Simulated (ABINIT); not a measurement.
The system is Ti.

```
Ti
1.0
     2.95000    0.00000    0.00000
    -1.47500    2.55477    0.00000
     0.00000    0.00000    4.68000
Ti
2
Direct
  0.66667 0.33333 0.75000
  0.33333 0.66667 0.25000
```

Base run:

| Item | Value |
| --- | --- |
| Program | ABINIT 10.8.3 (patched build) |
| Functional | LDA |
| Potentials or basis | JTH PAW PBE v2.0 |
| Cutoff | 490 eV |
| k mesh | 10 × 10 × 6 |
| Occupations | fermi-dirac, width 0.05 eV |
| Spin | no spin polarisation |

Its results: band gap on the k mesh none (metal or under the smearing width); pressure -9.5 GPa.

**Question.** The run is repeated on the same cell with these changes: functional from LDA to revPBE. What comes out?

**Answer.** Band gap on the k mesh none (metal or under the smearing width); pressure 0.9 GPa.

revPBE binds less tightly than LDA, so the same cell stands under more pressure.

Caveats: the PAW data sets were made with another functional, which shifts forces and pressure a little.
